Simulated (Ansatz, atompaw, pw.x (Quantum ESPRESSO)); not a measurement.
# Equation-of-state test of one PAW (atompaw) potential (H (Z = 1))

| Quantity | Value |
| --- | --- |
| Element | H |
| Generator | atompaw 4.2.0.5 |
| Type | PAW |
| Functional | PBEsol |
| Relativity | scalar-relativistic |
| Frozen core | none |
| Valence charge | 1 |
| Reference configuration | 1s1 |
| Partial waves | 1s (bound); 1s channel at 2.4 Ry; 2p channel at 0.45 Ry |
| Local potential | vpsmatchnc scheme with l = 2 at 0 Ry, radius 1.35 bohr |
| Core correction | none |
| Augmentation charge | sinc compensation charge, radius 1.50 bohr; PAW radius 1.55 bohr; waves and projectors: bloechl |

Crystal test: fcc H in pw.x 7.5, no spin, 18³ k-points, Fermi–Dirac smearing 0.01 Ry, cutoffs 40/400 Ry. The reference is all-electron LAPW (Ansatz 0.2.0) with the same functional, mesh and smearing; V0 and B0 come from Birch–Murnaghan fits to the pressures at five volumes. Errors are pseudo minus all-electron; Δ is the rms difference of the E(V) curves that follow from these fits, minima aligned, over ±6 % about the mean V0. Mesh and smearing are coarse, so the numbers serve the comparison and aren't converged zero-temperature values; the lattice is a test structure that the element need not adopt.

| V (Å³/atom) | P all-electron (GPa) | P pseudo (GPa) |
| --- | --- | --- |
| 2.771 | 6.23 | 5.63 |
| 2.844 | 2.90 | 2.33 |
| 2.917 | -0.10 | -0.64 |
| 2.990 | -2.80 | -3.31 |
| 3.063 | -5.23 | -5.72 |

All-electron: a0 = 2.267 Å (V0 = 2.91 Å³/atom), B0 = 114.1 GPa.

Pseudopotential: mean pressure error (GPa): -0.54; a0 (Å): 2.264; a0 error (%): -0.16; B0 error (%): +0.5; Δ (meV/atom): 0.3.

**Question.** At the middle volume, how do free energy and pressure move when the wave cutoff is lowered (ecutrho held at 400 Ry)?

**Answer.**

```
cutoff (Ry)  shift of F (meV/atom)  shift of P (GPa)
         18                  +46.7             -5.56
         24                  +14.1             -1.98
         32                   +2.0             -0.36
```

Input at the middle volume:

```
&control
  calculation='scf', prefix='x', pseudo_dir='./', outdir='./tmp', tstress=.true., disk_io='low'
/
&system
  ibrav=0, nat=1, ntyp=1, ecutwfc=40, ecutrho=400, nbnd=7,
  occupations='smearing', smearing='fd', degauss=0.01
/
&electrons
  conv_thr=1e-09, mixing_beta=0.4, electron_maxstep=70
/
ATOMIC_SPECIES
H 1.0 H.UPF
CELL_PARAMETERS angstrom
  0.00000000 1.13405855 1.13405855
  1.13405855 0.00000000 1.13405855
  1.13405855 1.13405855 0.00000000
ATOMIC_POSITIONS crystal
H 0.0000 0.0000 0.0000
K_POINTS automatic
18 18 18 0 0 0
```

```bash
pw.x < H.scf.in > H.scf.out
```

Lines of the output:

```
Message from routine setup:
     using ibrav=0 with symmetry is DISCOURAGED, use correct ibrav instead
     lattice parameter (alat)  =       3.0307  a.u.
     unit-cell volume          =      19.6849 (a.u.)^3
     number of electrons       =         1.00
     number of Kohn-Sham states=            7
     kinetic-energy cutoff     =      40.0000  Ry
     charge density cutoff     =     400.0000  Ry
     scf convergence threshold =      1.0E-09
     Exchange-correlation= SLA PW PSX PSC
     number of k points=   195  Fermi-Dirac smearing, width (Ry)=  0.0100
     iteration #  1     ecut=    40.00 Ry     beta= 0.40
     total energy              =      -1.07188527 Ry
     estimated scf accuracy    <       0.00000571 Ry
     iteration #  2     ecut=    40.00 Ry     beta= 0.40
     total energy              =      -1.07181855 Ry
     estimated scf accuracy    <       0.00000191 Ry
     iteration #  3     ecut=    40.00 Ry     beta= 0.40
     total energy              =      -1.07181840 Ry
     estimated scf accuracy    <       0.00000004 Ry
     iteration #  4     ecut=    40.00 Ry     beta= 0.40
     total energy              =      -1.07181840 Ry
     estimated scf accuracy    <          3.3E-09 Ry
     iteration #  5     ecut=    40.00 Ry     beta= 0.40
     the Fermi energy is     4.0618 ev
!    total energy              =      -1.07181840 Ry
     estimated scf accuracy    <          7.0E-13 Ry
     smearing contrib. (-TS)   =      -0.00044586 Ry
     convergence has been achieved in   5 iterations
          total   stress  (Ry/bohr**3)                   (kbar)     P=       -6.43
```

The run at the middle volume (195 k-points, 5 iterations) took about 1.8 s on one core of a shared host (Intel(R) Xeon(R) 6975P-C, 192 threads, 378 GiB, load 87).
